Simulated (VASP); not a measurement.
# CdTe (F-43m) in VASP: a series of runs

The runs below take CdTe through single point, with LDA, PBE, r2SCAN.

All numbers are computed with VASP 6.6.1; they aren't measurements. Logs are shortened: lines on timing, memory, paths and dates and some standing lists are left out, and cuts for length are marked.

**1. Starting point**

It takes space group F-43m (No. 216, cubic). Conventional cell: a = 6.481 Å, b = 6.481 Å, c = 6.481 Å, α = 90.00°, β = 90.00°, γ = 90.00°. Cd (site symmetry -43m) is surrounded by 4 Te at 2.81 Å. Te (site symmetry -43m) has 4 Cd at 2.81 Å as nearest neighbours.

The cell was built by a generator and isn't the measured one.

**2. Single point, LDA, non-collinear spin, zero start, spin-orbit coupling**

INCAR

```
SYSTEM = CdTe
  PREC = Accurate
  ENCUT = 520
  EDIFF = 1E-7
  ISMEAR = 0
  SIGMA = 0.02
  LREAL = .FALSE.
  LASPH = .TRUE.
  NELM = 60
  ALGO = Fast
  ISIF = 2
  LWAVE = .FALSE.
  LCHARG = .FALSE.
  LNONCOLLINEAR = .TRUE.
  MAGMOM = 0 0 0 0 0 0
  LORBIT = 11
  LSORBIT = .TRUE.
  GGA_COMPAT = .FALSE.
  GGA = CA
```

KPOINTS

```
Automatic mesh
0
G
  8 8 8
  0 0 0
```

POSCAR

```
CdTe
1.0
    0.0000000000      3.2405000000      3.2405000000
    3.2405000000      0.0000000000      3.2405000000
    3.2405000000      3.2405000000      0.0000000000
Cd Te
1 1
Direct
    0.0000000000      0.0000000000      0.0000000000
    0.2500000000      0.2500000000      0.2500000000
```

Potentials or basis: VASP PAW LDA potentials, release 64 (Cd, Te).

On the command line:

```
$ cat potpaw_LDA.64/Cd/POTCAR potpaw_LDA.64/Te/POTCAR > POTCAR
$ mpirun -np 1 vasp_ncl > vasp.out
```

OUTCAR:

```text
SYSTEM = CdTe
   PREC = Accurate
   ENCUT = 520
   EDIFF = 1E-7
   ISMEAR = 0
   LREAL = .FALSE.
   LASPH = .TRUE.
   NELM = 60
   ISIF = 2
   LNONCOLLINEAR = .TRUE.
   LORBIT = 11
   LSORBIT = .TRUE.
   GGA = CA

 ion  position               nearest neighbor table
   1  0.000  0.000  0.000-   2 2.81   2 2.81   2 2.81   2 2.81
   2  0.250  0.250  0.250-   1 2.81   1 2.81   1 2.81   1 2.81

  LATTYP: Found a face centered cubic cell.
 ALAT       =     6.4810000000

  Lattice vectors:

 A1 = (   0.0000000000,   3.2405000000,   3.2405000000)
 A2 = (   3.2405000000,   0.0000000000,   3.2405000000)
 A3 = (   3.2405000000,   3.2405000000,   0.0000000000)

Analysis of symmetry for initial positions (statically):
=====================================================================
 Subroutine PRICEL returns:
 Original cell was already a primitive cell.

 Routine SETGRP: Setting up the symmetry group for a
 face centered cubic supercell.

 Subroutine GETGRP returns: Found 24 space group operations
 (whereof 24 operations were pure point group operations)
 out of a pool of 48 trial point group operations.

The static configuration has the point symmetry T_d .

Analysis of symmetry for dynamics (positions and initial velocities):
=====================================================================
 Subroutine PRICEL returns:
 Original cell was already a primitive cell.

 Routine SETGRP: Setting up the symmetry group for a
 face centered cubic supercell.

 Subroutine GETGRP returns: Found 24 space group operations
 (whereof 24 operations were pure point group operations)
 out of a pool of 48 trial point group operations.

The dynamic configuration has the point symmetry T_d .

Analysis of structural, dynamic, and magnetic symmetry:
=====================================================================
 Subroutine PRICEL returns:
 Original cell was already a primitive cell.

 Routine SETGRP: Setting up the symmetry group for a
 face centered cubic supercell.

[... 870 lines left out ...]
  -------------------------------------------------------------------------------------
  Total       -0.4899478     -0.4899478     -0.4899478      0.0000000     -0.0000000     -0.0000000
  in kB      -11.5343816    -11.5343816    -11.5343816      0.0000000     -0.0000000     -0.0000000
  external PRESSURE =     -11.5343816 kB  Pullay stress =       0.0000000 kB

 VOLUME and BASIS-vectors are now :
 -----------------------------------------------------------------------------
  energy-cutoff  :      520.00
  volume of cell :       68.06
      direct lattice vectors                 reciprocal lattice vectors
     0.000000000  3.240500000  3.240500000    -0.154297176  0.154297176  0.154297176
     3.240500000  0.000000000  3.240500000     0.154297176 -0.154297176  0.154297176
     3.240500000  3.240500000  0.000000000     0.154297176  0.154297176 -0.154297176

 POSITION                                       TOTAL-FORCE (eV/Angst)
 -----------------------------------------------------------------------------------
      0.00000      0.00000      0.00000         0.000000     -0.000000      0.000000
      1.62025      1.62025      1.62025        -0.000000      0.000000     -0.000000
 -----------------------------------------------------------------------------------
    total drift:                                0.000000      0.000000      0.000000

  FREE ENERGIE OF THE ION-ELECTRON SYSTEM (eV)
  ---------------------------------------------------
  free  energy   TOTEN  =        -6.1775647507 eV

  energy  without entropy=       -6.1775647507  energy(sigma->0) =       -6.17756475

 Spin-Orbit-Coupling matrix elements

 Ion:    1  E_soc:     -0.0640997
 l=   1
     0.0000000    -0.0034110    -0.0034110
    -0.0034110     0.0000000    -0.0034110
    -0.0034110    -0.0034110     0.0000000
 l=   2
     0.0000000    -0.0014560     0.0000000    -0.0014560    -0.0058163
    -0.0014560     0.0000000    -0.0043622    -0.0014560    -0.0014541
     0.0000000    -0.0043622     0.0000000    -0.0043622     0.0000000
    -0.0014560    -0.0014560    -0.0043622     0.0000000    -0.0014541
    -0.0058163    -0.0014541     0.0000000    -0.0014541     0.0000000
 l=   3
     0.0000000     0.0000000     0.0000000     0.0000000     0.0000000     0.0000000     0.0000000
     0.0000000     0.0000000     0.0000000     0.0000000     0.0000000     0.0000000     0.0000000
     0.0000000     0.0000000     0.0000000     0.0000000     0.0000000     0.0000000     0.0000000
     0.0000000     0.0000000     0.0000000     0.0000000     0.0000000     0.0000000     0.0000000
     0.0000000     0.0000000     0.0000000     0.0000000     0.0000000     0.0000000     0.0000000
     0.0000000     0.0000000     0.0000000     0.0000000     0.0000000     0.0000000     0.0000000
     0.0000000     0.0000000     0.0000000     0.0000000     0.0000000     0.0000000     0.0000000

 Ion:    2  E_soc:     -0.2057997
 l=   1
     0.0000000    -0.0342128    -0.0342128
    -0.0342128     0.0000000    -0.0342128
    -0.0342128    -0.0342128     0.0000000
 l=   2
     0.0000000    -0.0000344     0.0000000    -0.0000344    -0.0000527
    -0.0000344     0.0000000    -0.0000396    -0.0000344    -0.0000132
     0.0000000    -0.0000396     0.0000000    -0.0000396     0.0000000
    -0.0000344    -0.0000344    -0.0000396     0.0000000    -0.0000132
    -0.0000527    -0.0000132     0.0000000    -0.0000132     0.0000000
 l=   3
     0.0000000     0.0000000     0.0000000     0.0000000     0.0000000     0.0000000     0.0000000
     0.0000000     0.0000000     0.0000000     0.0000000     0.0000000     0.0000000     0.0000000
     0.0000000     0.0000000     0.0000000     0.0000000     0.0000000     0.0000000     0.0000000
     0.0000000     0.0000000     0.0000000     0.0000000     0.0000000     0.0000000     0.0000000
     0.0000000     0.0000000     0.0000000     0.0000000     0.0000000     0.0000000     0.0000000
     0.0000000     0.0000000     0.0000000     0.0000000     0.0000000     0.0000000     0.0000000
     0.0000000     0.0000000     0.0000000     0.0000000     0.0000000     0.0000000     0.0000000

 total charge

# of ion       s       p       d       tot
------------------------------------------
    1        0.486   0.321   9.521  10.328
    2        1.359   2.046   0.023   3.428
--------------------------------------------------
tot          1.844   2.368   9.544  13.756

 magnetization (x)

# of ion       s       p       d       tot
------------------------------------------
    1        0.000  -0.000   0.000   0.000
    2        0.000   0.000   0.000   0.000
--------------------------------------------------
tot          0.000  -0.000   0.000   0.000

 magnetization (y)

# of ion       s       p       d       tot
------------------------------------------
    1       -0.000   0.000   0.000  -0.000
    2        0.000   0.000   0.000   0.000
--------------------------------------------------
tot         -0.000   0.000   0.000  -0.000

 magnetization (z)

# of ion       s       p       d       tot
------------------------------------------
    1       -0.000   0.000  -0.000  -0.000
    2        0.000   0.000  -0.000   0.000
--------------------------------------------------
tot         -0.000   0.000  -0.000  -0.000
```

Wall time 3.9 min (1 thread of Intel Xeon Platinum 8259CL at 2.50GHz (Skylake/Cascade Lake), shared host); peak memory 0.37 GiB.

What came out:

```yaml
Free_energy: -6.1776 eV
Pressure: -1.2 GPa
Net_moment: 0.00 μB per cell
Valence_electrons_inside_the_program's_atomic_spheres: Cd 10.33; Te 3.43
```

Moments on the atoms (μB; x, y, z):
```
Cd  0.00 0.00 0.00
Te  0.00 0.00 0.00
```

**3. Single point, PBE, non-collinear spin, zero start, spin-orbit coupling**

Changes to INCAR since step 2:

```diff
@@ -18,2 +18,2 @@
   GGA_COMPAT = .FALSE.
-  GGA = CA
+  GGA = PE
```

KPOINTS is that of step 2.

POSCAR is that of step 2.

Potentials or basis: VASP PAW PBE potentials, release 64 (Cd, Te).

On the command line:

```
$ cat potpaw_PBE.64/Cd/POTCAR potpaw_PBE.64/Te/POTCAR > POTCAR
$ mpirun -np 1 vasp_ncl > vasp.out
```

Wall time 4.7 min (1 thread of Intel Xeon Platinum 8259CL at 2.50GHz (Skylake/Cascade Lake), shared host); peak memory 0.45 GiB.

It converged, with:

- Free energy: -4.9016 eV
- Pressure: 2.7 GPa
- Net moment: 0.00 μB per cell
- Valence electrons inside the program's atomic spheres: Cd 10.32; Te 3.43

Moments on the atoms (μB; x, y, z):
```
Cd  0.00 0.00 0.00
Te  0.00 0.00 0.00
```

**4. Single point, r2SCAN, non-collinear spin, zero start, spin-orbit coupling**

Changes to INCAR since step 3:

```diff
@@ -9,3 +9,3 @@
   NELM = 60
-  ALGO = Fast
+  ALGO = Normal
   ISIF = 2
@@ -18,2 +18,3 @@
   GGA_COMPAT = .FALSE.
-  GGA = PE
+  METAGGA = R2SCAN
+  LMIXTAU = .TRUE.
```

KPOINTS is that of step 3.

POSCAR is that of step 3.

On the command line:

```
$ cat potpaw_PBE.64/Cd/POTCAR potpaw_PBE.64/Te/POTCAR > POTCAR
$ mpirun -np 1 vasp_ncl > vasp.out
```

It took 18 min on 1 thread of Intel Xeon Platinum 8259CL at 2.50GHz (Skylake/Cascade Lake), shared host; peak memory 0.53 GiB.

Results (log left out):

```yaml
Free_energy: -46.7498 eV
Pressure: 1.7 GPa
Net_moment: 0.00 μB per cell
Valence_electrons_inside_the_program's_atomic_spheres: Cd 10.31; Te 3.48
```

Moments on the atoms (μB; x, y, z):
```
Cd  0.00 0.00 0.00
Te  0.00 0.00 0.00
```

Caveat: the PAW data sets were made with another functional, which shifts forces and pressure a little.

**5. Summary**

| level | potentials or basis | further INCAR settings | pressure (GPa) | moment (μB) |
| --- | --- | --- | --- | --- |
| LDA | VASP PAW LDA potentials, release 64 (Cd, Te) | ALGO = Fast; EDIFF = 1e-07 | -1.2 | 0.00 |
| PBE | VASP PAW PBE potentials, release 64 (Cd, Te) | ALGO = Fast; EDIFF = 1e-07 | 2.7 | 0.00 |
| r2SCAN | VASP PAW PBE potentials, release 64 (Cd, Te) | ALGO = Normal; EDIFF = 1e-07 | 1.7 | 0.00 |

Alike in all rows: task single point; spin non-collinear, zero start, SOC; cell as given; k mesh 8 × 8 × 8; cutoff (eV) 520; smearing gaussian 0.02 eV.

Caveats: the PAW data sets were made with another functional, which shifts forces and pressure a little (some runs).

Total energies depend on the potentials used, so only differences within one code and one set of settings carry meaning.
